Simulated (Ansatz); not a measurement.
## 4-layer honeycomb SnTe (AB) in a perpendicular field

Aim: how the 4-layer honeycomb SnTe (AB) screens a field along its normal, and what the field does to its bands. A positive field points along +c.

Program: Ansatz 0.2.0. Level of theory: plane-wave DFT, PBE-D3(BJ), Ansatz PAW. Results are calculated unless marked as measured.

## (1) Set-up

The cell holds 8 atoms: 4 Te and 4 Sn. Cell: a = 4.180 Å, b = 4.180 Å, c = 63.410 Å, α = 90.0°, β = 90.0°, γ = 120.0°. Regions: layer 1: honeycomb SnTe, 2 atoms (1 Te and 1 Sn); layer 2: honeycomb SnTe, 2 atoms (1 Te and 1 Sn); layer 3: honeycomb SnTe, 2 atoms (1 Te and 1 Sn); layer 4: honeycomb SnTe, 2 atoms (1 Te and 1 Sn). Vacuum lies along c.

## (2) Relaxing the slab

The starting cell is a guess, so the in-plane lattice and the atoms are relaxed first, with the slab cut off from its images along the normal.

Input file input.yaml:

```yaml
crystal:
  lattice:
    - [4.18, 0.0, 0.0]
    - [-2.09, 3.6199861878, 0.0]
    - [0.0, 0.0, 63.4099999984]
  atoms:
    - { symbol: Te, position: [0.6666666667, 0.3333333333, 0.372181044] }
    - { symbol: Sn, position: [0.3333333333, 0.6666666667, 0.3988329916] }
    - { symbol: Te, position: [0.0, 0.0, 0.4485096988] }
    - { symbol: Sn, position: [0.6666666667, 0.3333333333, 0.4751616464] }
    - { symbol: Te, position: [0.6666666667, 0.3333333333, 0.5248383536] }
    - { symbol: Sn, position: [0.3333333333, 0.6666666667, 0.5514903012] }
    - { symbol: Te, position: [0.0, 0.0, 0.6011670084] }
    - { symbol: Sn, position: [0.6666666667, 0.3333333333, 0.627818956] }
  periodic: [true, true, false]
kpoints:
  mp_grid: { grid: [12, 12, 1] }
hamiltonian:
  xc: pbe
  dispersion: d3bj
scf:
  occupations: { method: fermi_dirac, width: 0.05 }
  convergence: { dr2_threshold: 1.0e-09 }
relax:
  f_tol: 0.004
  max_steps: 90
  cell: {}
output:
  write_potential: true
  write_density: true
  volumetric_format: npy
```

Started as:

```console
$ ansatz run input.yaml --threads 4 --pin off --max-ram 6144MiB --backend cpu --events-out ev --progress --plain --runs-dir out
```

Numbers of over 12 decimals in the logs are rounded to 6 here.

What it wrote:

```text
Warning: relax.cell: scf.convergence.dr2_threshold = 1e-9 eV is looser than the 1.16454411523e-10 eV advised for a relaxation that steers and ends on the stress (1e-10 eV for each atom of the cell: 8, times the square of relax.cell.stress_2d_tol = 0.05 N/m over 26.2 Å (the atoms' height at the walk's start and 5 Å past either face), 1.908e-2 GPa, over a crystal's default 0.05). What an SCF threshold leaves in a stress goes as its square root, and in the free energy as the threshold itself, and one threshold admits the most on a small cell: [figures from the program's tests cut] Set scf.convergence.dr2_threshold to 1.16454411523e-10 eV or tighter. [rest of the remark cut]
Engine: ansatz 0.2.0, x86_64-unknown-linux-gnu
Pseudopotentials: kind: paw
Pseudopotential: Te, paw, valence charge 16, recommended cutoff 420 eV (normal), Te.paw.azcp
Pseudopotential: Sn, paw, valence charge 14, recommended cutoff 420 eV (normal), Sn.paw.azcp
Functional definition: PBE
  parameter kappa = 0.804
  parameter beta = 0.066725
  exchange = pbe_x(kappa = kappa, mu = beta*pi^2/3)
  correlation = pbe_c(beta = beta)
Crystal: 8 atoms, lattice volume = 959.491 Å³
Basis set: ecut = 420 eV, 18529 PW (Γ), exchange–correlation on 60×60×864 points (8 copies of the dense FFT grid, shifted against one another)
Bands: 72, of which v1, the nominal top of the filled ones, is band 60 counted from 1 (59 counted from 0)
Symmetry: 6 space group operations
Space group: P3m1 (ITA 156), of the structure as read, at distance tolerance 9.9e-5 Å
k-points: 19 of 144 (time reversal used)
Non-local potential: Te, projectors of the file, l = 0: 2, l = 1: 2, l = 2: 2, l = 3: 2
Non-local potential: Sn, projectors of the file, l = 0: 2, l = 1: 2, l = 2: 2, l = 3: 2
PAW form: soft (Blöchl's): semilocal exchange-correlation on the pseudo side does not see the compensation charge
PAW one-centre angular grid: Te, 590 points (default); XC on 64 Gauss nodes
PAW one-centre angular grid: Sn, 590 points (default); XC on 64 Gauss nodes
Initial density: superposition of atomic densities (neutral atoms: chi_scale 0, normalization atom), corrected by the library's trained network
Initial wavefunctions: pseudopotential atomic-orbital guess
Functional: x = pbe(κ = 0.804, μ = 0.219515), c = pbe(β = 0.066725)
SCF iter   1: F=—  HF=-52020.399793 eV  |F-HF|=—  |Δ(HF+E_count)|=         —  Δρ=1.01e-3  dr2=4.04e-1  ethr=1.77e-3  ⟨swp⟩=14.4  Hψ=7730  notcnv=0  defer=12
preconditioner: auto → LDOS  [metal: Δε(μ)=0.061 eV  Ē_g=7.476 eV  σ=0.050 eV  W_gap=0.28  n_scr=140 (ndim 8)  ℏωp=7.6 eV  f_vac=0.682  D(μ)=1.86/eV (n_scr^D=10)  β→1.0]
SCF iter   2: F=—  HF=-52020.382280 eV  |F-HF|=—  |Δ(HF+E_count)|=   1.75e-2  Δρ=7.41e-4  dr2=1.99e-2  ethr=3.36e-4  ⟨swp⟩=3.7  Hψ=2064  notcnv=0  defer=37
SCF iter   3: F=—  HF=-52020.381987 eV  |F-HF|=—  |Δ(HF+E_count)|=   2.94e-4  Δρ=6.82e-4  dr2=2.57e-2  ethr=1.66e-5  ⟨swp⟩=3.1  Hψ=3089  notcnv=0  defer=37
SCF iter   4: F=—  HF=-52020.378645 eV  |F-HF|=—  |Δ(HF+E_count)|=   3.34e-3  Δρ=1.86e-4  dr2=3.04e-3  ethr=1.66e-5  ⟨swp⟩=2.3  Hψ=2651  notcnv=0  defer=37
SCF iter   5: F=—  HF=-52020.378275 eV  |F-HF|=—  |Δ(HF+E_count)|=   3.70e-4  Δρ=5.66e-5  dr2=1.20e-4  ethr=2.53e-6  ⟨swp⟩=3.0  Hψ=1851  notcnv=0  defer=37
SCF iter   6: F=—  HF=-52020.378251 eV  |F-HF|=—  |Δ(HF+E_count)|=   2.45e-5  Δρ=1.41e-5  dr2=4.71e-6  ethr=9.99e-8  ⟨swp⟩=3.0  Hψ=2833  notcnv=0  defer=37
SCF iter   7: F=—  HF=-52020.378113 eV  |F-HF|=—  |Δ(HF+E_count)|=   1.38e-4  Δρ=5.34e-6  dr2=4.90e-7  ethr=3.93e-9  ⟨swp⟩=3.0  Hψ=2631  notcnv=0  defer=37
SCF iter   8: F=—  HF=-52020.378113 eV  |F-HF|=—  |Δ(HF+E_count)|=   3.69e-7  Δρ=1.59e-6  dr2=3.10e-8  ethr=4.08e-10  ⟨swp⟩=3.0  Hψ=2720  notcnv=0  defer=37
SCF iter   9: F=—  HF=-52020.378113 eV  |F-HF|=—  |Δ(HF+E_count)|=   6.68e-8  Δρ=5.23e-7  dr2=4.09e-9  ethr=2.59e-11  ⟨swp⟩=3.0  Hψ=2789  notcnv=0  defer=37
SCF iter  10: F=-52020.378113 eV  HF=-52020.378113 eV  |F-HF|=3.37e-9  |Δ(HF+E_count)|=   1.39e-8  Δρ=1.90e-7  dr2=8.83e-10  ethr=1.00e-12  ⟨swp⟩=11.5  Hψ=9386  notcnv=0
SCF 1 converged in 10 iterations: F = -52020.378113 eV  dr2 = 8.83e-10
  greatest PAW one-centre occupation: 0.998 electrons in one spin orbital (limit 2), on the Te atom at site 4 (counted from 0), in its partial waves of l = 2
relax step   1: F+E_penalty+E_count = -52020.37811331 eV  Δ(F+E_penalty+E_count) = +0.000e0 eV  max|allowed force component| = 5.941e-1 eV/Å  Δτ_max = 0.0000 Å  P = +0.308 N/m  Ω = 959.491 Å³  fix = [c, alpha, beta]  reactions: c +0.000 N/m  (10 SCF iters, accepted)
Crystal: 8 atoms, lattice volume = 959.155 Å³
Basis set: ecut = 420 eV, 18517 PW (Γ), exchange–correlation on 60×60×864 points (8 copies of the dense FFT grid, shifted against one another)
Initial density: handed on by an earlier stage of this run
Initial wavefunctions: those handed on with the density
iter 1 solved again at ethr=9.28e-5 eV; its pass at ethr=3.10e-3 eV (dr2=1.11e-1 eV) is discarded
SCF iter   1: F=—  HF=-52020.597325 eV  |F-HF|=—  |Δ(HF+E_count)|=         —  Δρ=2.54e-3  dr2=1.13e-1  ethr=9.28e-5  ⟨swp⟩=2.9  Hψ=6884  notcnv=0
preconditioner: auto → LDOS  [metal: Δε(μ)=0.028 eV  Ē_g=7.474 eV  σ=0.050 eV  W_gap=0.14  n_scr=140 (ndim 8)  ℏωp=7.6 eV  f_vac=0.685  D(μ)=1.93/eV (n_scr^D=12)  β→1.0]
SCF iter   2: F=—  HF=-52020.595169 eV  |F-HF|=—  |Δ(HF+E_count)|=   2.16e-3  Δρ=1.06e-3  dr2=3.51e-2  ethr=9.28e-5  ⟨swp⟩=3.7  Hψ=2545  notcnv=0
SCF iter   3: F=—  HF=-52020.590091 eV  |F-HF|=—  |Δ(HF+E_count)|=   5.08e-3  Δρ=5.68e-4  dr2=1.52e-2  ethr=2.93e-5  ⟨swp⟩=3.0  Hψ=3065  notcnv=0  defer=17
SCF iter   4: F=—  HF=-52020.587840 eV  |F-HF|=—  |Δ(HF+E_count)|=   2.25e-3  Δρ=2.29e-4  dr2=1.71e-3  ethr=1.27e-5  ⟨swp⟩=2.2  Hψ=1822  notcnv=0  defer=20
SCF iter   5: F=—  HF=-52020.587479 eV  |F-HF|=—  |Δ(HF+E_count)|=   3.61e-4  Δρ=5.33e-5  dr2=2.14e-4  ethr=1.43e-6  ⟨swp⟩=2.9  Hψ=2088  notcnv=0  defer=20
SCF iter   6: F=—  HF=-52020.587466 eV  |F-HF|=—  |Δ(HF+E_count)|=   1.25e-5  Δρ=2.07e-5  dr2=3.08e-5  ethr=1.78e-7  ⟨swp⟩=2.1  Hψ=2221  notcnv=0  defer=20
SCF iter   7: F=—  HF=-52020.587467 eV  |F-HF|=—  |Δ(HF+E_count)|=   1.04e-6  Δρ=6.06e-6  dr2=4.70e-6  ethr=2.57e-8  ⟨swp⟩=2.7  Hψ=2109  notcnv=0  defer=20
SCF iter   8: F=—  HF=-52020.587334 eV  |F-HF|=—  |Δ(HF+E_count)|=   1.34e-4  Δρ=2.51e-6  dr2=4.96e-7  ethr=3.91e-9  ⟨swp⟩=2.1  Hψ=1743  notcnv=0  defer=19
SCF iter   9: F=—  HF=-52020.587334 eV  |F-HF|=—  |Δ(HF+E_count)|=   7.64e-8  Δρ=1.15e-6  dr2=7.91e-8  ethr=4.13e-10  ⟨swp⟩=2.2  Hψ=1857  notcnv=0  defer=19
[...]
relax step   9: F+E_penalty+E_count = -52020.66073513 eV  Δ(F+E_penalty+E_count) = -2.083e-3 eV  max|allowed force component| = 6.349e-2 eV/Å  Δτ_max = 0.0449 Å  P = +0.102 N/m  Ω = 991.033 Å³  energy of the carried Pulay correction = -1.414e-3 eV  fix = [c, alpha, beta]  reactions: c +0.000 N/m  (10 SCF iters, accepted)
relax step  10: F+E_penalty+E_count = -52020.66180005 eV  Δ(F+E_penalty+E_count) = -1.065e-3 eV  max|allowed force component| = 6.185e-3 eV/Å  Δτ_max = 0.0287 Å  P = +0.005 N/m  Ω = 992.606 Å³  energy of the carried Pulay correction = -1.484e-3 eV  fix = [c, alpha, beta]  reactions: c +0.000 N/m  (8 SCF iters, accepted)
relax step  11: F+E_penalty+E_count = -52020.66181858 eV  Δ(F+E_penalty+E_count) = -1.853e-5 eV  max|allowed force component| = 4.774e-3 eV/Å  Δτ_max = 0.0071 Å  P = +0.004 N/m  Ω = 992.944 Å³  energy of the carried Pulay correction = -1.499e-3 eV  fix = [c, alpha, beta]  reactions: c +0.000 N/m  (8 SCF iters, accepted)
relax step  12: F+E_penalty+E_count = -52020.66181368 eV  Δ(F+E_penalty+E_count) = +4.900e-6 eV  max|allowed force component| = 4.200e-4 eV/Å  Δτ_max = 0.0023 Å  P = +0.002 N/m  Ω = 993.178 Å³  energy of the carried Pulay correction = -1.509e-3 eV  fix = [c, alpha, beta]  reactions: c +0.000 N/m  (7 SCF iters, accepted)
Initial wavefunctions: pseudopotential atomic-orbital guess (no wavefunctions were taken with the density)
iter 1 solved again at ethr=8.89e-7 eV; its pass at ethr=3.10e-3 eV (dr2=1.07e-3 eV) is discarded
SCF iter   1: F=—  HF=-52020.657482 eV  |F-HF|=—  |Δ(HF+E_count)|=         —  Δρ=1.08e-4  dr2=3.53e-6  ethr=8.89e-7  ⟨swp⟩=5.4  Hψ=12355  notcnv=0
preconditioner: auto → LDOS  [metal: Δε(μ)=0.046 eV  Ē_g=7.543 eV  σ=0.050 eV  W_gap=0.22  n_scr=140 (ndim 8)  ℏωp=7.5 eV  f_vac=0.696  D(μ)=1.70/eV (n_scr^D=10)  β→1.0]
SCF iter   2: F=—  HF=-52020.663347 eV  |F-HF|=—  |Δ(HF+E_count)|=   5.87e-3  Δρ=7.76e-6  dr2=2.02e-6  ethr=2.94e-9  ⟨swp⟩=4.3  Hψ=3527  notcnv=0  defer=1
SCF iter   3: F=—  HF=-52020.663328 eV  |F-HF|=—  |Δ(HF+E_count)|=   1.96e-5  Δρ=4.11e-6  dr2=7.91e-7  ethr=1.68e-9  ⟨swp⟩=2.3  Hψ=2224  notcnv=0  defer=1
SCF iter   4: F=—  HF=-52020.663346 eV  |F-HF|=—  |Δ(HF+E_count)|=   1.83e-5  Δρ=1.14e-6  dr2=6.17e-8  ethr=6.59e-10  ⟨swp⟩=2.9  Hψ=1834  notcnv=0  defer=1
SCF iter   5: F=—  HF=-52020.663347 eV  |F-HF|=—  |Δ(HF+E_count)|=   7.86e-7  Δρ=4.32e-7  dr2=7.69e-9  ethr=5.14e-11  ⟨swp⟩=2.9  Hψ=2321  notcnv=0  defer=1
SCF iter   6: F=—  HF=-52020.663347 eV  |F-HF|=—  |Δ(HF+E_count)|=   1.42e-7  Δρ=2.06e-7  dr2=1.08e-9  ethr=6.41e-12  ⟨swp⟩=2.7  Hψ=2552  notcnv=0  defer=1
SCF iter   7: F=-52020.663347 eV  HF=-52020.663347 eV  |F-HF|=1.37e-8  |Δ(HF+E_count)|=   3.92e-8  Δρ=5.75e-8  dr2=1.36e-10  ethr=1.00e-12  ⟨swp⟩=16.1  Hψ=9719  notcnv=0
WARN: dispersion: an atom stands within reach of a switch of its C6 between two reference coordination numbers of its element: through that C6 alone, e_disp changes by 0.025 eV or more while the distances to its neighbours run over a stretch of 0.05 Å that contains this geometry (sites counted from 0 in the run's list of atoms or, in a supercell that it derives, in that cell's: here a list of 8) — site 5 (Sn): coordination number 3.388 (about 3.17 to 3.61 with every neighbour 0.05 Å farther or nearer), switch near 3.419 between the references 2.926 (weight 0.56) and 3.912 (weight 0.44), e_disp changing by some 0.03 eV. [rest of the remark cut]
SCF 13 converged in 7 iterations: F = -52020.663347 eV  dr2 = 1.36e-10
relax step  13: F+E_penalty+E_count = -52020.66334690 eV  Δ(F+E_penalty+E_count) = -1.533e-3 eV  max|allowed force component| = 4.382e-4 eV/Å  Δτ_max = 0.0000 Å  P = +0.001 N/m  Ω = 993.178 Å³  fix = [c, alpha, beta]  reactions: c +0.000 N/m  stress off target by 1.08e-3 N/m on what of the cell is left free  SCF on the basis re-selected at this cell (its energy is not comparable with the rows above)  (7 SCF iters)
basis re-selected at this cell: Δ(F+E_penalty+E_count) = -1.533e-3 eV, ΔP = -0.001 N/m vs the last step (what re-selecting the basis moved, of the pressure what is left beyond the Pulay correction that the steps carried, after the strain that the cell walked since its last selection, with what the two solves' SCF thresholds leave and, on support functions, any second-order correction that the steps lacked; it is no m [...]
WARN: The output density's exchange-correlation potential varies sharply where the density is thin. Do not read a vacuum level from v_tot or v_xc, or from such a field of the output density. On a cell that repeats whose density bears no net charge and no dipole along the vacuum's axis use v_es (v_loc + v_h of the components); under efield.dipole_correction with no amplitude use v_es + v_field, which holds any externa [...]
SCF converged after 7 iterations
Free energy (F): -52020.663347 eV
Harris-Foulkes:  -52020.663347 eV  (|F-HF|=1.37e-8)
Internal energy: -52020.649737 eV  (E = F + TS)
E sigma→0 (E₀):  -52020.656542 eV
Entropy (-TS):   -0.013610 eV (-1.701 meV/atom)
Fermi energy:    -3.973079 eV
--- Per-component energies (eV) ---
  E_band       = -3058.351510
  E_kinetic    = 1462.537887
  E_local      = -821480.962689  (includes V_loc(G=0)·N_el)
  E_nonlocal   = -1371.550333
  E_hartree    = 411028.542740
  E_xc         = -2027.120177
  E_vxc        = -798.852118  (∫ρ·V_xc dr)
  E_paw        = -35185.674303  (= ΣΔE_a)
  E_vpaw       = -2926.607991  (= ΣTr[D̂ρ^β])
  E_aug_tail   = -0.000745  (compensation charges beyond the density's cutoff)
  E_ewald      = 395556.144421
  E_disp       = -2.566538  (pairwise vdW)
  E_smearing   = -0.013610  (= −TS)
  E_closure    = 0.000000  (closes the sum)
  Σ components = -52020.663347   (vs F -52020.663347, Δ=0.00e0)
--- Forces (eV/Å), atoms counted from 1 ---
  atom   1  Te    -0.00000000    -0.00000000    -0.00016194
  atom   2  Sn     0.00000000     0.00000000     0.00034362
  atom   3  Te    -0.00000000    -0.00000000     0.00021982
  atom   4  Sn    -0.00000000    -0.00000000     0.00001716
  atom   5  Te    -0.00000000    -0.00000000     0.00025513
  atom   6  Sn     0.00000000     0.00000000    -0.00031123
  atom   7  Te    -0.00000000    -0.00000000     0.00007612
  atom   8  Sn    -0.00000000    -0.00000000    -0.00043816
  max |Σ_I F_I| component: 5.11e-7 eV/Å
--- 2D stress c σ (N/m, compression-positive) ---
        0.001083      -0.000000      -0.000000
       -0.000000       0.001083      -0.000000
       -0.000000      -0.000000       0.000000
  P = ½ c Tr σ = 0.0011 N/m
--- Band table (eV; the first three rows and the last of 19) ---
  k-point 0: bands = [... 56 lower, -5.1090, -5.1090, -4.8488, -3.9938, -3.7851, -3.0519, -2.3388, -2.3295, ... 8 higher]
  k-point 1: bands = [... 56 lower, -5.4787, -5.1925, -4.5753, -3.8380, -3.4948, -2.9449, -2.5758, -2.3702, ... 8 higher]
  k-point 2: bands = [... 56 lower, -5.5427, -5.4079, -4.6531, -4.2671, -3.4101, -2.9208, -2.5458, -2.1453, ... 8 higher]
  k-point 18: bands = [... 56 lower, -6.5545, -6.2845, -5.7960, -5.7835, -3.4780, -3.3160, -2.9247, -2.6468, ... 8 higher]
  the weakly bound empty levels are not read free of the cell's end (no_gap_told)
--- Relaxed structure (12 steps of the walk, 11 accepted, 1 SCFs on fresh bases) ---
  F+E_penalty+E_count = -52020.66334690 eV   max|allowed force component| = 4.382e-4 eV/Å   (the final SCF, on the basis selected at the relaxed cell)
  cell:  # Å, volume = 993.1775 Å³
    - [4.252744, 0, 0]
    - [-2.126372, 3.682984, 0]
    - [0, 0, 63.4099999984]
  atoms:
    - { symbol: Te, position: [0.666667, 0.333333, 0.380413] }
    - { symbol: Sn, position: [0.333333, 0.666667, 0.405919] }
    - { symbol: Te, position: [1.00288302340674e-17, -9.579736582271474e-17, 0.443452] }
    - { symbol: Sn, position: [0.666667, 0.333333, 0.469923] }
    - { symbol: Te, position: [0.666667, 0.333333, 0.527296] }
    - { symbol: Sn, position: [0.333333, 0.666667, 0.553538] }
    - { symbol: Te, position: [1.0774866302951222e-17, -9.54631278804806e-17, 0.596625] }
    - { symbol: Sn, position: [0.666667, 0.333333, 0.622835] }
```

Elapsed: 7.1 min, on 4 threads of Intel Xeon Platinum 8375C at 2.90GHz (Ice Lake), shared host; peak memory 2.4 GiB; 27 min of CPU time.

Step by step:

```tsv
step	energy less that of the first step (eV)	largest force component (eV/Å)	volume (Å³)
1	0.0000	0.5941	959.49
2	-0.2092	0.4414	959.16
3	-0.2675	0.0670	981.86
4	-0.2718	0.0567	990.42
5	-0.2734	0.0516	995.83
6	-0.2767	0.0470	1004.49
7	-0.2657	0.1488	1013.00
8	-0.2805	0.0249	1001.93
9	-0.2826	0.0635	991.03
10	-0.2837	0.0062	992.61
11	-0.2837	0.0048	992.94
12	-0.2837	0.0004	993.18
13*	-0.2852	0.0004	993.18
```

Relaxation steps marked * repeat the geometry before them on a plane-wave basis chosen anew for their cell, so energy and pressure can jump there. Relaxation step 7 was tried and not accepted.

Forces are held to the 6 operations that the run works with; a distortion that breaks them can't arise in this run.

```tsv
cell as run	before	after	change
a (Å)	4.180	4.253	+1.7 %
b (Å)	4.180	4.253	+1.7 %
```

The atoms that moved most (Å, along periodic axes as changes of fractional coordinates times the final cell, across vacuum about the mean position):

```tsv
atom	dx	dy	dz	length
Te1	0.000	0.000	0.522	0.522
Sn2	0.000	0.000	0.449	0.449
Sn4	0.000	0.000	-0.332	0.332
Te3	0.000	0.000	-0.321	0.321
Sn8	0.000	0.000	-0.316	0.316
Te7	0.000	0.000	-0.288	0.288
Te5	0.000	0.000	0.156	0.156
Sn6	0.000	0.000	0.130	0.130
```

Numbers from this step:

| Property | Result |
| --- | --- |
| energy at zero smearing | -52020.6565 eV |

The lattice constant a goes from 4.180 to 4.253 Å.

[end of part 1 of 3]

[Logs are printed without paths, hosts, clocks, repeated set-up lines and the standing remarks that a program may print on its own settings, such as how far it seeks lower states.]

[Hosts, paths, dates, database ids (printed as entryN), source tags and the programs' standing remarks are cut or masked in the printed files.]

[Maps of the electrostatic potential energy from Ansatz leave out the sawtooth potential of an applied field or a dipole correction, so their vacuum need not be flat; planar profiles and work functions include it.]
